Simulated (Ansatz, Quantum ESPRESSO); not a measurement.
# 1T-PtSe2, 1 layer, rectangular cell: the energy at a withheld member of a series

**Set-up.** Quantum ESPRESSO 7.5, PBE, GBRV ultrasoft. Cell and atoms are first relaxed; each strained cell is then held, the other axis too, and the atoms relax in it. A periodic run with 15 Å of vacuum in the starting cell gives the vacuum levels, and bands follow along a path. The series steps strain along the first axis. Energies count from the lowest.

| strain along the first axis | energy (eV) |
| --- | --- |
| -4 % | 0.0909 |
| -3 % | 0.0512 |
| -2 % | 0.0229 |
| -1 % | 0.0059 |
| 0 % | 0.0000 |
| 1 % | 0.0051 |
| 2 % | 0.0210 |
| 3 % | 0.0474 |

**Question.** What is the energy at 4 %?

By hand: The rows at 2 % and 3 % give a slope of (0.0474 − (0.0210))/(3 − (2)) = 0.0264, so a straight line gives 0.0738 eV. A parabola through these and the row at 1 % gives 0.0843 eV.

**Check.** 0.0842 eV. The line misses by −0.0104 and the parabola by +0.0001 eV. The parabola does better.

Caveats: Semilocal gaps are too small; the 1×1 cell can't ripple over many cells under compression as a free sheet would. No spin-orbit coupling.
